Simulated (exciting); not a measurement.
Set up this calculation in exciting (release sodium), as the native input.

```yaml
Task: electric field gradients
Functional: WC
Dispersion: D2
Potentials_or_basis: all-electron LAPW+lo, shipped species files with second energy derivatives, valence relativity iora*
rgkmax: 7.5
k_mesh: 13 × 13 × 13
Occupations: fermi-dirac, width 0.0272 eV
Spin: no spin polarisation
outputlevel: low
gmaxvr_cutoff_of_density_and_potential: 14 1/bohr
lmaxapw_and_lmaxmat: 10
lmaxvr: 8
nempty: 10
Valence_relativity: iora*
epsengy: 1e-06 Ha
epspot: 1e-06 Ha
maxscl: 80
Muffin-tin_radii: C 1.4 bohr
```

The system is C.

```
CELL_PARAMETERS angstrom
0.00000 1.78337 1.78337
1.78337 0.00000 1.78337
1.78337 1.78337 0.00000
ATOMIC_POSITIONS crystal
C 0.75000 0.75000 0.75000
C 0.50000 0.50000 0.50000
```

This isn't the form of C at room conditions, which is graphite.

The input as run:

input.xml

```xml
<input>
  <title>C</title>
  <structure speciespath="./" tshift="false">
    <crystal scale="4.7660140852">
      <basevect>0.000000000000 0.707106781186 0.707106781186</basevect>
      <basevect>0.707106781186 0.000000000000 0.707106781186</basevect>
      <basevect>0.707106781186 0.707106781186 0.000000000000</basevect>
    </crystal>
    <species speciesfile="C.xml" rmt="1.4">
      <atom coord="0.750000000000 0.750000000000 0.750000000000"/>
      <atom coord="0.500000000000 0.500000000000 0.500000000000"/>
    </species>
  </structure>
  <groundstate do="fromscratch" ngridk="13 13 13" rgkmax="7.5" gmaxvr="14" lmaxapw="10" lmaxmat="10" lmaxvr="8" stype="Fermi Dirac" swidth="0.00099958" nempty="10" ValenceRelativity="iora*" epsengy="1e-06" epspot="1e-06" maxscl="80" tforce="true" outputlevel="low" fracinr="0.01" lmaxinr="3" radialgridtype="cubic">
    <libxc exchange="XC_GGA_X_WC" correlation="XC_GGA_C_PBE"/>
  </groundstate>
  <properties>
    <EFG/>
    <mossbauer/>
    <DFTD2/>
  </properties>
</input>
```

C.xml (basis block)

```
    <basis>
      <default type="lapw" trialEnergy="0.1500" searchE="false"/>
      <custom l="0" type="apw+lo" trialEnergy="0.1500" searchE="true"/>
      <custom l="1" type="apw+lo" trialEnergy="0.1500" searchE="true"/>
      <lo l="0">
        <wf matchingOrder="1" trialEnergy="0.1500" searchE="true"/>
        <wf matchingOrder="2" trialEnergy="0.1500" searchE="true"/>
      </lo>
      <lo l="1">
        <wf matchingOrder="1" trialEnergy="0.1500" searchE="true"/>
        <wf matchingOrder="2" trialEnergy="0.1500" searchE="true"/>
      </lo>
      <lo l="2">
        <wf matchingOrder="0" trialEnergy="0.1500" searchE="false"/>
        <wf matchingOrder="1" trialEnergy="0.1500" searchE="false"/>
        <wf matchingOrder="2" trialEnergy="0.1500" searchE="false"/>
      </lo>
      <lo l="3">
        <wf matchingOrder="0" trialEnergy="0.1500" searchE="false"/>
        <wf matchingOrder="1" trialEnergy="0.1500" searchE="false"/>
        <wf matchingOrder="2" trialEnergy="0.1500" searchE="false"/>
      </lo>
    </basis>
```

Potentials or basis: all-electron LAPW+lo, shipped species files with second energy derivatives, valence relativity iora*.

The run is started by

```bash
$ OMP_NUM_THREADS=1 exciting_smp
```

Results of the run:

```json
{
 "Band gap on the k mesh": "4.07 eV, indirect (least direct gap 5.58 eV)",
 "Dispersion energy per atom": "-0.214 eV"
}
```

Caveat: the dispersion energy is computed afterwards and isn't part of the total energy; EFG.OUT prints the tensor in atomic units and with the sign opposite to the usual one; an odd mesh through Γ misses points on the zone boundary, where band edges often lie.

It took 74 s on 1 thread of Intel(R) Xeon(R) Platinum 8375C CPU @ 2.90GHz (Ice Lake), with other jobs on the host, peak memory 0.13 GiB.
